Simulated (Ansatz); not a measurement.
**Bands of TaS2**

```
Ta S
1.0
     3.38286    0.00000    0.00000
    -1.69143    2.92964    0.00000
     0.00000    0.00000    6.16798
Ta S
1 2
Direct
  0.00000 0.00000 0.00000
  0.66667 0.33333 0.75428
  0.33333 0.66667 0.24572
```

Atom numbers follow the list: Ta1, S2, S3.

Structure from Materials Project entry mp-1690 (possibly hypothetical), not relaxed further.

Spin polarisation is left out, and whether a magnetic state lies lower isn't shown here.

No spin–orbit coupling, which matters for the heavy atoms here.

These are results of Ansatz 0.2.0, DFT, PBE, all-electron LAPW, scalar-relativistic, not measurements.

Numerical set-up: a Γ-centred 12×12×6 k mesh, Fermi–Dirac smearing of 0.08 eV, basis error target 1 meV/atom, no spin polarisation.

Points in fractions of the reciprocal vectors of this cell: Γ (0, 0, 0), M (0.5, 0, 0), K (0.333, 0.333, 0), A (0, 0, 0.5), L (0.5, 0, 0.5), H (0.333, 0.333, 0.5). The path joins them by straight lines in the order Γ–M–K–Γ–A–L–H–A–L; legs that retrace an earlier one aren't tabulated. Energies are in eV from the Fermi level.

(1) List the levels at L between -8 and 5 eV.

(2) List the levels at K between -8 and 5 eV.

(3) List the levels at H between -8 and 5 eV.

(4) What is the band gap?

Answers

(1) -6.78, -5.04, -4.29, -3.98, -2.39, -1.95, -1.22, 2.38, 2.91, 4.31, 4.42, 4.98.

(2) -5.56, -5.26 (×2), -3.70 (×2), -3.24, 1.26, 1.91 (×2), 4.01 (×2).

(3) -5.34, -5.31 (×2), -3.64, -3.53 (×2), 1.31, 1.39 (×2), 4.78 (×2).

(4) none: with an odd electron count and no spin polarisation the bands can't all be full, a metal in this set-up (spin order or a larger cell could open a gap).
